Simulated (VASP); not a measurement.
The system is Be.

```
Be
1.0
    -1.25312    1.25312    1.25312
     1.25312   -1.25312    1.25312
     1.25312    1.25312   -1.25312
Be
1
Direct
  0.00000 0.00000 0.00000
```

This isn't the form of Be at room conditions, which is hcp.

```yaml
Program: VASP 6.6.1
Task: relaxation of cell and atoms
Functional: LDA
Potentials_or_basis: VASP PAW LDA potentials, release 64 (Be)
Cutoff: 600 eV
k_mesh: 15 × 15 × 15
Occupations: gaussian, width 0.01 eV
Spin: no spin polarisation
```

At the start: pressure -6.1 GPa; volume 7.87 Å³/atom.

**Question.** Where does the relaxation end?

**Answer.** Over 3 steps the energy falls by 7.7 meV/atom and the volume is 7.49 Å³/atom (-4.9 %); space group Im-3m (No. 229, to 0.05 Å).

The path:
| step | energy change (eV) | largest force (eV/Å) | pressure (GPa) | volume (Å³) |
| --- | --- | --- | --- | --- |
| 1 | 0.0000 | 0.0000 | -6.13 | 7.87 |
| 2 | -0.0075 | 0.0000 | -0.84 | 7.53 |
| 3 | -0.0077 | 0.0000 | -0.02 | 7.49 |

Final structure:
```
CELL_PARAMETERS angstrom
-1.23234 1.23234 1.23234
1.23234 -1.23234 1.23234
1.23234 1.23234 -1.23234
ATOMIC_POSITIONS crystal
Be 0.00000 0.00000 0.00000
```
